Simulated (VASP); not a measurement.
Set up this calculation in VASP 6.6.1, as the native input.

* Task: relaxation of the atoms
* Functional: PBE
* Dispersion: D3(BJ)
* Potentials or basis: VASP PAW PBE potentials, release 64 (Na_pv, F)
* Cutoff: 600 eV
* k mesh: 10 × 10 × 10
* Occupations: gaussian, width 0.03 eV
* Spin: no spin polarisation
* Further INCAR settings: ALGO = Normal; EDIFF = 1e-07; IBRION = 2; EDIFFG = -0.01; NSW = 40

The structure of NaF (Villiaumite) lies in POSCAR:

```
NaF                                     
1.0
    0.0000000000      2.3120303670      2.3120303670
    2.3120303670      0.0000000000      2.3120303670
    2.3120303670      2.3120303670      0.0000000000
  Na              F             
     1     1
Direct
     0.0000000000000000    0.0000000000000000    0.0000000000000000
     0.5000000000000000    0.5000000000000000    0.5000000000000000
```

One way to write it, as run:

INCAR

```
SYSTEM = NaF
PREC = Accurate ; ENCUT = 600
EDIFF = 1E-7 ; ISMEAR = 0
SIGMA = 0.03 ; LREAL = .FALSE.
LASPH = .TRUE. ; NELM = 80
ALGO = Normal ; ISIF = 2
LWAVE = .FALSE. ; LCHARG = .FALSE.
GGA = PE ; IVDW = 12
IBRION = 2 ; NSW = 40
EDIFFG = -0.01
```

KPOINTS

```
Automatic mesh
0
G
  10 10 10
  0 0 0
```

Potentials or basis: VASP PAW PBE potentials, release 64 (Na_pv, F).

Launch:

```sh
$ cat potpaw_PBE.64/Na_pv/POTCAR potpaw_PBE.64/F/POTCAR > POTCAR
$ mpirun -np 1 vasp_std > vasp.out
```

Results of the run:

| Property | Result |
| --- | --- |
| Pressure after relaxing | -0.1 GPa |
| Band gap on the k mesh | 6.34 eV, direct |
| Dispersion energy per atom | -0.175 eV |

Caveat: the relaxation stopped at its first step, so nothing moved.

Wall time 11 s on 1 thread of Intel(R) Xeon(R) 6975P-C (Granite Rapids), with other jobs on the host, peak memory 0.16 GiB.
